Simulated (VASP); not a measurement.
# InP (F-43m) in VASP: a series of runs, part 2 of 2

VASP 6.6.1.

**4. Single point, PBE**

This run uses another cell than the first one, of 24.95 Å³/atom, 1.048 times its volume.

File INCAR:

```
SYSTEM = InP
PREC = Accurate
ENCUT = 520
EDIFF = 1E-6
ISMEAR = 0
SIGMA = 0.01
LREAL = .FALSE.
LASPH = .TRUE.
NELM = 60
ALGO = Normal
ISIF = 2
LWAVE = .FALSE.
LCHARG = .FALSE.
GGA = PE
NBANDS = 16
```

File KPOINTS:

```
Automatic mesh
0
G
  6 6 6
  0 0 0
```

File POSCAR:

```
InP
1.0
    4.1322749556      0.0000000000      0.0000000000
    2.0661374778      3.5786550870      0.0000000000
    2.0661374778      1.1928850290      3.3739883727
In P
1 1
Direct
    0.0000000000      0.0000000000      0.0000000000
    0.2500000000      0.2500000000      0.2500000000
```

Potentials or basis: VASP PAW PBE potentials, release 64 (In_d, P).

Run with:

```
cat potpaw_PBE.64/In_d/POTCAR potpaw_PBE.64/P/POTCAR > POTCAR
mpirun -np 1 vasp_std > vasp.out
```

OUTCAR:

```text
SYSTEM = InP
   PREC = Accurate
   ENCUT = 520
   EDIFF = 1E-6
   ISMEAR = 0
   LREAL = .FALSE.
   LASPH = .TRUE.
   NELM = 60
   ISIF = 2
   GGA = PE

 ion  position               nearest neighbor table
   1  0.000  0.000  0.000-   2 2.53   2 2.53   2 2.53   2 2.53
   2  0.250  0.250  0.250-   1 2.53   1 2.53   1 2.53   1 2.53

  LATTYP: Found a face centered cubic cell.
 ALAT       =     5.8439192857

  Lattice vectors:

 A1 = (   4.1322749556,   0.0000000000,   0.0000000000)
 A2 = (   2.0661374778,   3.5786550870,   0.0000000000)
 A3 = (   2.0661374778,   1.1928850290,   3.3739883727)

Analysis of symmetry for initial positions (statically):
=====================================================================
 Subroutine PRICEL returns:
 Original cell was already a primitive cell.

 Routine SETGRP: Setting up the symmetry group for a
 face centered cubic supercell.

 Subroutine GETGRP returns: Found 24 space group operations
 (whereof 24 operations were pure point group operations)
 out of a pool of 48 trial point group operations.

The static configuration has the point symmetry T_d .

Analysis of symmetry for dynamics (positions and initial velocities):
=====================================================================
 Subroutine PRICEL returns:
 Original cell was already a primitive cell.

 Routine SETGRP: Setting up the symmetry group for a
 face centered cubic supercell.

 Subroutine GETGRP returns: Found 24 space group operations
 (whereof 24 operations were pure point group operations)
 out of a pool of 48 trial point group operations.

The dynamic configuration has the point symmetry T_d .

 Subroutine INISYM returns: Found 24 space group operations
 (whereof 24 operations are pure point group operations),
 and found     1 'primitive' translations

----------------------------------------------------------------------------------------

[... 101 lines left out ...]
   IMIX   =      4    mixing-type and parameters
     AMIX     =   0.40;   BMIX     =  1.00
     AMIX_MAG =   1.60;   BMIX_MAG =  1.00
  volume/ion in A,a.u.               =      24.95       168.35
  Fermi-wavevector in a.u.,A,eV,Ry     =   1.165417  2.202319 18.479398  1.358197
  Thomas-Fermi vector in A             =   2.301943
   LORBIT       =      0    0 simple, 1 ext, 2 COOP (PROOUT), +10 PAW based schemes
   GGA     = PE    functional components
   LHFCALC =     F    Hartree Fock is set to
   AEXX    =    0.0000 exact exchange contribution
   IVDW    =     0    specifies the selected vdW correction
   LEPSILON=     F    determine dielectric tensor
   LRPA    =     F    only Hartree local field effects (RPA)
 non-spin polarized calculation
 Gauss-broadening in eV      SIGMA  =   0.01
  energy-cutoff  :      520.00
  volume of cell :       49.89
 maximum number of plane-waves:      1363
   NGX = 15   NGY = 15   NGZ = 15

 number of electron      18.0000002 magnetization

 Free energy of the ion-electron system (eV)
  ---------------------------------------------------
  ext. energy  EPLUGINS =         0.00000000
  ---------------------------------------------------
  free energy    TOTEN  =        -8.36005355 eV

  energy without entropy =       -8.36005355  energy(sigma->0) =       -8.36005355

 E-fermi :   5.3423     XC(G=0):  -9.3194

 val. band max:        5.2913416270   @ k =   0.0000   0.0000   0.0000
 cond. band min:       6.0491638532   @ k =   0.0000   0.0000   0.0000
 fundamental gap:      0.7578222262
 Fermi energy:         5.3422700860

 k-point     1 :       0.0000    0.0000    0.0000
  band No.  band energies     occupation
      1      -8.9194      2.00000
      2      -8.9194      2.00000
      3      -8.9194      2.00000
      4      -8.7631      2.00000
      5      -8.7631      2.00000
      6      -6.2871      2.00000
[... 281 lines left out ...]
      3      -8.8201      2.00000
      4      -8.7923      2.00000
      5      -8.7406      2.00000
      6      -3.8071      2.00000
[... 8 lines left out ...]
     15      16.5788      0.00000
     16      17.3027      0.00000

------------------------ aborting loop because EDIFF is reached ----------------------------------------

  FORCE on cell =-STRESS in cart. coord.  units (eV):
  Direction    XX          YY          ZZ          XY          YZ          ZX
  --------------------------------------------------------------------------------------
  -------------------------------------------------------------------------------------
  Total        1.2269628      1.2269628      1.2269628      0.0000000     -0.0000000      0.0000000
  in kB       39.3993745     39.3993745     39.3993745      0.0000000     -0.0000000      0.0000000
  external PRESSURE =      39.3993745 kB  Pullay stress =       0.0000000 kB

 VOLUME and BASIS-vectors are now :
 -----------------------------------------------------------------------------
  energy-cutoff  :      520.00
  volume of cell :       49.89
      direct lattice vectors                 reciprocal lattice vectors
     4.132274956  0.000000000  0.000000000     0.241997450 -0.139717293 -0.098795045
     2.066137478  3.578655087  0.000000000     0.000000000  0.279434585 -0.098795045
     2.066137478  1.192885029  3.373988373     0.000000000  0.000000000  0.296385135

 POSITION                                       TOTAL-FORCE (eV/Angst)
 -----------------------------------------------------------------------------------
      0.00000      0.00000      0.00000        -0.000000      0.000000      0.000000
      2.06614      1.19289      0.84350         0.000000     -0.000000     -0.000000
 -----------------------------------------------------------------------------------
    total drift:                               -0.000000     -0.000000     -0.000000

  FREE ENERGIE OF THE ION-ELECTRON SYSTEM (eV)
  ---------------------------------------------------
  free  energy   TOTEN  =        -8.3600535543 eV

  energy  without entropy=       -8.3600535543  energy(sigma->0) =       -8.36005355
```

stdout:

```text
POSCAR found type information on POSCAR InP
 POSCAR found :  2 types and       2 ions
 scaLAPACK will be used
 LDA part: xc-table for (Slater+PW92), standard interpolation
 POSCAR, INCAR and KPOINTS ok, starting setup
 FFT: planning ... GRIDC
 FFT: planning ... GRID_SOFT
 FFT: planning ... GRID
 WAVECAR not read
 entering main loop
```

It took 16 s on 1 thread of Intel Xeon Platinum 8488C (Sapphire Rapids), shared host; peak memory 0.18 GiB.

Results:

- Free energy: -8.3601 eV
- Pressure: 3.9 GPa
- Band gap on the k mesh: 0.76 eV, direct

Caveat: spin-orbit coupling is left out, which moves the levels of the heavy elements.

**5. Single point, PBE**

This run uses another cell than the first one, of 24.35 Å³/atom, 1.022 times its volume.

File INCAR:

```
ALGO     = Normal         # electronic algorithm
EDIFF    = 1E-6           # SCF threshold, eV
ENCUT    = 520            # plane-wave cutoff, eV
GGA      = PE             # functional
ISIF     = 2              # what is computed and relaxed
ISMEAR   = 0              # smearing method
LASPH    = True           # aspherical terms in the spheres
LCHARG   = False          # write CHGCAR
LREAL    = False          # projectors in reciprocal space
LWAVE    = False          # write WAVECAR
NBANDS   = 16             # bands
NELM     = 60             # most SCF steps
PREC     = Accurate       # precision mode
SIGMA    = 0.01           # smearing width, eV
```

File KPOINTS:

```
k-points
0
Gamma
  6 6 6
```

File POSCAR:

```
InP
1.0
    4.0987932559      0.0000000000      0.0000000000
    2.0493966279      3.5496590844      0.0000000000
    2.0493966279      1.1832196948      3.3466506793
In P
1 1
Direct
    0.0000000000      0.0000000000      0.0000000000
    0.2500000000      0.2500000000      0.2500000000
```

Run with:

```
cat potpaw_PBE.64/In_d/POTCAR potpaw_PBE.64/P/POTCAR > POTCAR
mpirun -np 1 vasp_std > vasp.out
```

Wall time 19 s (1 thread of Intel Xeon Platinum 8488C (Sapphire Rapids), shared host); peak memory 0.16 GiB.

The run converged. Its results:

```
Free energy            : -8.3228 eV
Pressure               : 5.9 GPa
Band gap on the k mesh : 0.89 eV, direct
```

Levels at points of the mesh, in eV from the valence-band top:
```tsv
k point	band 5	band 6	band 7	band 8	band 9	band 10	band 11	band 12	band 13	band 14
(0.00, 0.00, 0.00)	-14.10	-11.75	0.00	0.00	0.00	0.89	4.08	4.08	4.08	8.73
(0.50, 0.00, 0.00)	-14.08	-9.91	-5.91	-1.02	-1.02	1.58	4.81	4.81	7.16	9.64
(0.50, 0.50, 0.00)	-14.06	-9.22	-5.90	-2.44	-2.44	1.70	2.26	9.42	9.82	9.82
```

Caveat: spin-orbit coupling is left out, which moves the levels of the heavy elements. As with any semilocal functional, this PBE gap is likely too small.

**6. Single point, PBE**

This run uses another cell than the first one, of 26.46 Å³/atom, 1.111 times its volume.

File INCAR:

```
SYSTEM = InP
  PREC = Accurate
  ENCUT = 520
  EDIFF = 1E-6
  ISMEAR = 0
  SIGMA = 0.01
  LREAL = .False.
  LASPH = .True.
  NELM = 100
  ALGO = Normal
  ISIF = 2
  LWAVE = .False.
  LCHARG = .False.
  GGA = PE
  NBANDS = 16
```

File KPOINTS:

```
regular mesh
0
Gamma
  6 6 6
  0 0 0
```

File POSCAR:

```
InP
1.0
    4.2140892205      0.0000000000      0.0000000000
    2.1070446103      3.6495083188      0.0000000000
    2.1070446103      1.2165027729      3.4407894403
In P
1 1
Direct
    0.0000000000      0.0000000000      0.0000000000
    0.2500000000      0.2500000000      0.2500000000
```

Potentials or basis: VASP PAW PBE potentials, release 64 (In_d, P).

Run with:

```
cat potpaw_PBE.64/In_d/POTCAR potpaw_PBE.64/P/POTCAR > POTCAR
mpirun -np 1 vasp_std > vasp.out
```

It took 19 s on 1 thread of Intel Xeon Platinum 8488C (Sapphire Rapids), shared host; peak memory 0.18 GiB.

It converged, with:

```yaml
Free_energy: -8.3954 eV
Pressure: -0.1 GPa
Band_gap_on_the_k_mesh: 0.44 eV, direct
```

Levels at points of the mesh, in eV from the valence-band top:
| k point | band 7 | band 8 | band 9 | band 10 | band 11 | band 12 |
| --- | --- | --- | --- | --- | --- | --- |
| (0.00, 0.00, 0.00) | 0.00 | 0.00 | 0.00 | 0.44 | 4.08 | 4.08 |
| (0.50, 0.00, 0.00) | -5.48 | -0.90 | -0.90 | 1.38 | 4.80 | 4.80 |
| (0.50, 0.50, 0.00) | -5.54 | -2.16 | -2.16 | 1.84 | 2.26 | 8.91 |

Caveat: spin-orbit coupling is left out, which moves the levels of the heavy elements.

**7. Overview**

| cell | gap on the mesh (eV) | pressure (GPa) |
| --- | --- | --- |
| a = 4.069 Å, angles 60.0°, 2 atoms | 1.01 | 7.9 |
| a = 4.170 Å, angles 60.0°, 2 atoms | 0.61 | 1.9 |
| a = 4.132 Å, angles 60.0°, 2 atoms | 0.76 | 3.9 |
| a = 4.099 Å, angles 60.0°, 2 atoms | 0.89 | 5.9 |
| a = 4.214 Å, angles 60.0°, 2 atoms | 0.44 | -0.1 |

Alike in all rows: task single point; level PBE; potentials or basis VASP PAW PBE potentials, release 64 (In_d, P); no spin polarisation; k mesh 6 × 6 × 6; cutoff (eV) 520; smearing gaussian 0.01 eV.

Caveats: spin-orbit coupling is left out, which moves the levels of the heavy elements.

Total energies depend on the potentials used, so only differences within one code and one set of settings carry meaning.

**8. Against experiment**

Step 3. Against the measured gap of InP, 1.4236 eV (direct; 1.6 K; a printed reference work, data compilation), the calculated 0.61 eV is off by -0.82 eV. Spin-orbit coupling on In is left out. The value is that of PBE, without temperature or zero-point motion. Semilocal functionals fall short of measured gaps as a rule.

Step 6. Against the measured gap of InP, 1.4236 eV (direct; 1.6 K; a printed reference work, data compilation), the calculated 0.44 eV is off by -0.99 eV. Spin-orbit coupling on In is left out. The value is that of PBE, without temperature or zero-point motion. Semilocal functionals fall short of measured gaps as a rule.
